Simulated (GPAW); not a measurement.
# MoS2 (P-3m1) in GPAW: notebook, part 2 of 2

GPAW 26.7.0. The steps go on from the part before.

### 4 Relaxation of cell and atoms, PBEsol

File run.py:

```python
from ase.filters import FrechetCellFilter
from ase.io import read, write
from ase.optimize import BFGS
from gpaw import GPAW, PW, setup_paths

setup_paths.insert(0, '.')

atoms = read('MoS2.xyz')

calc = GPAW(mode=PW(600),
            xc='PBEsol',
            kpts={'size': (7, 7, 3), 'gamma': True},
            occupations={'name': 'fermi-dirac', 'width': 0.05},
            nbands=25,
            convergence={'density': 1e-06, 'energy': 1e-06, 'eigenstates': 1e-10},
            maxiter=150,
            txt='gpaw.txt')
atoms.calc = calc
opt = BFGS(FrechetCellFilter(atoms), trajectory='relax.traj', logfile='-')
done = opt.run(fmax=0.02, steps=100)
calc.write('gs.gpw')
write('result.traj', atoms)
print('Converged:', done)
print('Cell:', atoms.cell.cellpar().round(4))
print('Volume:', round(atoms.get_volume(), 4))
print(atoms.get_scaled_positions().round(5))
```

File MoS2.xyz:

```xyz
3
Lattice="3.2274645616 0.0000000000 0.0000000000 -1.6137322808 2.7950663001 0.0000000000 0.0000000000 0.0000000000 6.3124734200" Properties=species:S:1:pos:R:3 pbc="T T T"
Mo     0.0000000000      0.0000000000      3.1562367100
S      1.6137322810      0.9316887666      4.7007769989
S     -0.0000000002      1.8633775335      1.6116964211
```

Potentials or basis: PAW data sets generated in the run's folder for this functional, pw.

Run with:

```
gpaw-setup -f PBEsol Mo S
OMP_NUM_THREADS=1 python run.py
```

gpaw.txt:

```text
__  _  _
 | _ |_)|_||  |
 |__||  | ||/\| - 26.7.0

Input parameters:
  mode=PW(ecut=600.0),
  convergence={'density': 1e-06, 'energy': 1e-06, 'eigenstates': 1e-10},
  kpts=MonkhorstPack(size=(7, 7, 3), gamma=True),
  maxiter=150,
  nbands=25,
  occupations=Occupations(name='fermi-dirac', width=0.05),
  xc=XC(name='PBEsol')

Diagonalizing LCAO Hamiltonian
Converting LCAO to pw mode

            S

       Mo
         S
[... 224 lines left out ...]
Stress tensor  # eV/Ang^3
|        x |         y |         z |
|----------|-----------|-----------|
| 0.027642 |  0.000000 |  0.000000 |
| 0.000000 |  0.027642 | -0.000000 |
| 0.000000 | -0.000000 |  0.006665 |

Forces  # eV/Ang
|        x |       y |        z |
|----------|---------|----------|
|  0.00000 | 0.00000 |  0.00000 |  # Mo   0
| -0.00000 | 0.00000 | -0.00145 |  # S    1
|  0.00000 | 0.00000 |  0.00145 |  # S    2
[... 2441 lines left out ...]
|---|--------|-----------|----------|----------|-----------------------------|
| 0 |     Mo | -0.000000 | 0.000000 | 3.027164 | ( 0.0000,  0.0000,  0.0000) |
| 1 |      S |  1.578390 | 0.911284 | 4.608644 | ( 0.0000,  0.0000,  0.0000) |
| 2 |      S | -0.000000 | 1.822568 | 1.445684 | ( 0.0000,  0.0000,  0.0000) |

Unit cell  # Å
| periodic |         x |         y |        z |  lengths |     angles |
|----------|-----------|-----------|----------|----------|------------|
|      yes |  3.156780 | -0.000000 | 0.000000 | 3.156780 |  90.000000 |
|      yes | -1.578390 |  2.733852 | 0.000000 | 3.156780 |  90.000000 |
|      yes | -0.000000 |  0.000000 | 6.054328 | 6.054328 | 120.000000 |

Number of symmetries: 12
Symmetry operations  # r_c * U_cc + t_c -> r_c
|    | kind |            matrix            |
|----|------|------------------------------|
|  0 |  σ   |  1, 1, 0,  0,-1, 0,  0, 0, 1 |
|  1 |  S6  |  1, 1, 0, -1, 0, 0,  0, 0,-1 |
|  2 |  E   |  1, 0, 0,  0, 1, 0,  0, 0, 1 |
|  3 |  C2  |  1, 0, 0, -1,-1, 0,  0, 0,-1 |
|  4 |  C2  |  0, 1, 0,  1, 0, 0,  0, 0,-1 |
|  5 |  C3  |  0, 1, 0, -1,-1, 0,  0, 0, 1 |
|  6 |  S6  |  0,-1, 0,  1, 1, 0,  0, 0,-1 |
|  7 |  σ   |  0,-1, 0, -1, 0, 0,  0, 0, 1 |
|  8 |  σ   | -1, 0, 0,  1, 1, 0,  0, 0, 1 |
[... 217 lines left out ...]
Atoms  # Å, Bohr magnetons
|   | symbol |         x |        y |        z |    initial magnetic moments |
|---|--------|-----------|----------|----------|-----------------------------|
| 0 |     Mo | -0.000000 | 0.000000 | 3.020991 | ( 0.0000,  0.0000,  0.0000) |
| 1 |      S |  1.577967 | 0.911040 | 4.597755 | ( 0.0000,  0.0000,  0.0000) |
| 2 |      S | -0.000000 | 1.822079 | 1.444228 | ( 0.0000,  0.0000,  0.0000) |

Unit cell  # Å
| periodic |         x |         y |        z |  lengths |     angles |
|----------|-----------|-----------|----------|----------|------------|
|      yes |  3.155934 | -0.000000 | 0.000000 | 3.155934 |  90.000000 |
|      yes | -1.577967 |  2.733119 | 0.000000 | 3.155934 |  90.000000 |
|      yes | -0.000000 |  0.000000 | 6.041983 | 6.041983 | 120.000000 |

Number of symmetries: 12
Symmetry operations  # r_c * U_cc + t_c -> r_c
|    | kind |            matrix            |
|----|------|------------------------------|
|  0 |  σ   |  1, 1, 0,  0,-1, 0,  0, 0, 1 |
|  1 |  S6  |  1, 1, 0, -1, 0, 0,  0, 0,-1 |
|  2 |  E   |  1, 0, 0,  0, 1, 0,  0, 0, 1 |
|  3 |  C2  |  1, 0, 0, -1,-1, 0,  0, 0,-1 |
|  4 |  C2  |  0, 1, 0,  1, 0, 0,  0, 0,-1 |
|  5 |  C3  |  0, 1, 0, -1,-1, 0,  0, 0, 1 |
|  6 |  S6  |  0,-1, 0,  1, 1, 0,  0, 0,-1 |
|  7 |  σ   |  0,-1, 0, -1, 0, 0,  0, 0, 1 |
|  8 |  σ   | -1, 0, 0,  1, 1, 0,  0, 0, 1 |
[... 444 lines left out ...]
Forces  # eV/Ang
|        x |        y |        z |
|----------|----------|----------|
|  0.00000 |  0.00000 |  0.00000 |  # Mo   0
| -0.00000 |  0.00000 |  0.00042 |  # S    1
|  0.00000 | -0.00000 | -0.00042 |  # S    2

# Writing to gs.gpw (mode='')
```

Wall time 4.5 min (1 thread of Arm Neoverse V1, shared host); peak memory 0.29 GiB.

What came out:

| Item | Value |
| --- | --- |
| Free energy | -22.8910 eV |
| Relaxed volume | 17.39 Å³/atom |
| Relaxed cell | a = 3.155 Å, b = 3.155 Å, c = 6.052 Å, α = 90.00°, β = 90.00°, γ = 120.00° |
| Space group after relaxing (to 0.05 Å) | P-3m1 (No. 164) |
| Energy gained by relaxing | 15.0 meV/atom |
| Ionic steps | 14 |
| Pressure after relaxing | 0.0 GPa |
| Band gap on the k mesh | none (metal or under the smearing width) |

The path:
| step | energy change (eV) | largest force (eV/Å) | pressure (GPa) | volume (Å³) |
| --- | --- | --- | --- | --- |
| 1 | 0.0000 | 0.0015 | -3.31 | 56.94 |
| 2 | -0.0072 | 0.0723 | -2.61 | 56.63 |
| 3 | -0.0267 | 0.3566 | 0.65 | 55.03 |
| 4 | -0.0313 | 0.3208 | 0.86 | 54.70 |
| 5 | -0.0390 | 0.0828 | 0.26 | 54.08 |
| 6 | -0.0393 | 0.0295 | -0.06 | 54.08 |
| 7 | -0.0394 | 0.0122 | -0.18 | 54.08 |
| 8 | -0.0397 | 0.0184 | -0.40 | 54.06 |
| 9 | -0.0403 | 0.0600 | -0.69 | 53.93 |
| 10 | -0.0416 | 0.1131 | -1.04 | 53.54 |
| 11 | -0.0434 | 0.1423 | -1.13 | 52.79 |
| 12 | -0.0445 | 0.1009 | -0.72 | 52.25 |
| 13 | -0.0451 | 0.0227 | -0.16 | 52.12 |
| 14 | -0.0451 | 0.0004 | 0.00 | 52.16 |

Final structure:
```
Mo S
1.0
     3.15464    0.00000    0.00000
    -1.57732    2.73200    0.00000
     0.00000    0.00000    6.05188
Mo S
1 2
Direct
  0.00000 0.00000 0.50000
  0.66667 0.33333 0.76044
  0.33333 0.66667 0.23956
```

Levels at points of the mesh, in eV from the Fermi level:
```tsv
k point	band 10	band 11	band 12	band 13	band 14	band 15	band 16	band 17
(0.00, 0.00, 0.00)	-1.62	-1.52	-0.93	-0.93	-0.06	-0.06	3.15	3.15
```

Caveat: later steps reuse the first step's grids; this functional lacks dispersion, which binds the layers, so the pressure and a relaxed spacing across them are unreliable.

### 5 Single point, PBE

File run.py:

```python
from ase.dft.bandgap import bandgap
from ase.io import read, write
from ase.units import GPa
from gpaw import GPAW, PW

atoms = read('MoS2.xyz')

calc = GPAW(mode=PW(600),
            xc='PBE',
            kpts={'size': (12, 12, 6), 'gamma': True},
            occupations={'name': 'fermi-dirac', 'width': 0.05},
            nbands=25,
            convergence={'density': 1e-05, 'energy': 1e-05},
            maxiter=100,
            txt='gpaw.txt')
atoms.calc = calc
energy = atoms.get_potential_energy()
forces = atoms.get_forces()
stress = atoms.get_stress()
calc.write('gs.gpw')
write('result.traj', atoms)
print(f'Energy: {energy:.6f} eV')
print('Forces (eV/A):')
print(forces.round(4))
print('Stress (GPa):', (stress / GPa).round(3))
print('Fermi level:', round(calc.get_fermi_level(), 4), 'eV')
print(f'Gap: {bandgap(calc)[0]:.4f} eV, direct: {bandgap(calc, direct=True)[0]:.4f} eV')
```

MoS2.xyz is that of step 4.

Potentials or basis: GPAW PAW data sets (gpaw-data 1.2.1), pw.

Run with:

```
OMP_NUM_THREADS=1 python run.py
```

It took 83 s on 1 thread of Arm Neoverse V1, shared host; peak memory 0.26 GiB.

It converged, with:

* Free energy: -21.2862 eV
* Pressure: 1.1 GPa
* Largest force: 0.278 eV/Å
* Band gap on the k mesh: none (metal or under the smearing width)

Forces in eV/Å, atoms in the order of the input:
```
Mo   0.000  0.000  0.000
S    0.000  0.000  0.278
S    0.000  0.000 -0.278
```

Stress tensor (GPa, compression positive):
```
0.22 0.00 0.00
0.00 0.22 0.00
0.00 0.00 2.85
```

Levels at points of the mesh, in eV from the Fermi level:
| k point | band 9 | band 10 | band 11 | band 12 | band 13 | band 14 | band 15 | band 16 | band 17 | band 18 |
| --- | --- | --- | --- | --- | --- | --- | --- | --- | --- | --- |
| (0.00, 0.00, 0.00) | -4.01 | -1.85 | -1.07 | -0.97 | -0.97 | -0.33 | -0.33 | 3.16 | 3.16 | 6.05 |
| (0.00, 0.00, 0.50) | -4.00 | -3.59 | -0.97 | -0.97 | -0.40 | -0.40 | -0.09 | 3.32 | 3.32 | 6.01 |
| (0.50, 0.50, 0.00) | -4.72 | -4.08 | -3.20 | -1.78 | -1.73 | 0.88 | 1.66 | 3.59 | 3.79 | 5.59 |
| (0.50, 0.50, 0.50) | -4.73 | -4.13 | -2.42 | -2.10 | -1.63 | 0.88 | 1.67 | 3.27 | 4.58 | 4.73 |

Caveat: this functional lacks dispersion, which binds the layers, so the pressure and a relaxed spacing across them are unreliable.

### 6 For comparison

An earlier run on the cell as given: functional PBE; potentials or basis GPAW PAW data sets (gpaw-data 1.2.1); cutoff 600 eV; basis pw; k mesh 9 × 9 × 4; occupations fermi-dirac, width 0.05 eV; no spin polarisation.

* Pressure: 1.0 GPa
* Largest force: 0.288 eV/Å
* Band gap on the k mesh: none (metal or under the smearing width)

### 7 Summary

```csv
task,level,potentials or basis,cell,k mesh,maxiter,optimizer,fmax,max steps,eigensolver,other keys,gap on the mesh (eV),pressure (GPa),relaxed volume (Å³/atom),largest force (eV/Å)
relaxation of cell and atoms,r2SCAN+D3(BJ),"GPAW PAW data sets (gpaw-data 1.2.1), pw",relaxed,7 × 7 × 3,150,BFGS,0.01 eV/Å,60,-,-,none,0.0,17.76,-
relaxation of cell and atoms,BLYP+D3(BJ),"PAW data sets generated in the run's folder for this functional, pw",relaxed,7 × 7 × 3,150,BFGS,0.02 eV/Å,100,davidson,-,none,0.0,16.91,-
relaxation of cell and atoms,PBEsol,"PAW data sets generated in the run's folder for this functional, pw",relaxed,7 × 7 × 3,150,BFGS,0.02 eV/Å,100,-,-,none,0.0,17.39,-
single point,PBE,"GPAW PAW data sets (gpaw-data 1.2.1), pw",as given,12 × 12 × 6,100,-,-,-,-,"several, not listed",none,1.1,-,0.28
single point,PBE,"GPAW PAW data sets (gpaw-data 1.2.1), pw",as given,9 × 9 × 4,150,-,-,-,-,-,none,1.0,-,0.29
```

Alike in all rows: no spin polarisation; cutoff (eV) 600; smearing fermi-dirac 0.05 eV.

Caveats: later steps reuse the first step's grids (some runs); this functional lacks dispersion, which binds the layers, so the pressure and a relaxed spacing across them are unreliable (some runs); the PAW data sets were made with another functional, which shifts forces and pressure a little (some runs).

Total energies depend on the potentials used, so only differences within one code and one set of settings carry meaning.
